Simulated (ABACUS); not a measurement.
The system is GaAs.

```xyz
2
Lattice="0.0000 2.8268 2.8268 2.8268 0.0000 2.8268 2.8268 2.8268 0.0000" Properties=species:S:1:pos:R:3 pbc="T T T"
As    4.2403    4.2403    4.2403
Ga    0.0000    0.0000    0.0000
```

Base run:

```yaml
Program: ABACUS 3.10.1
Functional: LDA-PW92
Potentials_or_basis: GBRV ultrasoft 1.5 LDA
Cutoff: 544 eV
Density_cutoff: 4354 eV
Basis: plane waves
k_mesh: 6 × 6 × 6
Occupations: fermi-dirac, width 0.05 eV
Spin: no spin polarisation
```

Its results: band gap on the k mesh 0.28 eV, direct; pressure -2.1 GPa.

Task: After a change of settings the same cell gave: band gap on the k mesh 0.79 eV, direct; pressure 5.8 GPa. Which change was it?
A. functional from LDA-PW92 to LDA
B. functional from LDA-PW92 to BLYP; potentials or basis from GBRV ultrasoft 1.5 LDA to SG15 ONCV 1.2 PBE; cutoff from 544 eV to 1143 eV; density cutoff from 4354 eV to 4572 eV; valence electrons from 24 to 18
C. functional from LDA-PW92 to HCTH407; potentials or basis from GBRV ultrasoft 1.5 LDA to Ansatz NC PBE; cutoff from 544 eV to 1143 eV; density cutoff from 4354 eV to 4572 eV; valence electrons from 24 to 28
D. functional from LDA-PW92 to PW91; potentials or basis from GBRV ultrasoft 1.5 LDA to GBRV ultrasoft 1.5 PBE

Result: C.

Caveats: the potentials were made for another functional, which shifts forces and pressure (some runs).

Not every run made on this cell is shown here.
